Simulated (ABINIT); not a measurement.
The system is TePb.

```
Pb Te
1.0
     4.00229    0.00000    0.00000
     0.00000    4.00229    0.00000
     0.00000    0.00000    4.00229
Pb Te
1 1
Direct
  0.00000 0.00000 0.00000
  0.50000 0.50000 0.50000
```

Measurements of this composition are mostly on another form, of space group No. 225.

Base run:

| Item | Value |
| --- | --- |
| Program | ABINIT 10.8.3 (patched build) |
| Functional | PBE |
| Potentials or basis | JTH PAW PBE v2.0 |
| Cutoff | 599 eV |
| k mesh | 6 × 6 × 6 |
| Occupations | fermi-dirac, width 0.05 eV |
| Spin | no spin polarisation |

Its results: band gap on the k mesh none (metal or under the smearing width); pressure -0.4 GPa.

The run is repeated on the same cell with these changes: functional from PBE to PBEsol. What comes out?

Band gap on the k mesh none (metal or under the smearing width); pressure -3.0 GPa.

PBEsol binds more tightly than PBE, so the same cell stands under less pressure.

Caveats: the PAW data sets were made with another functional, which shifts forces and pressure a little (some runs).
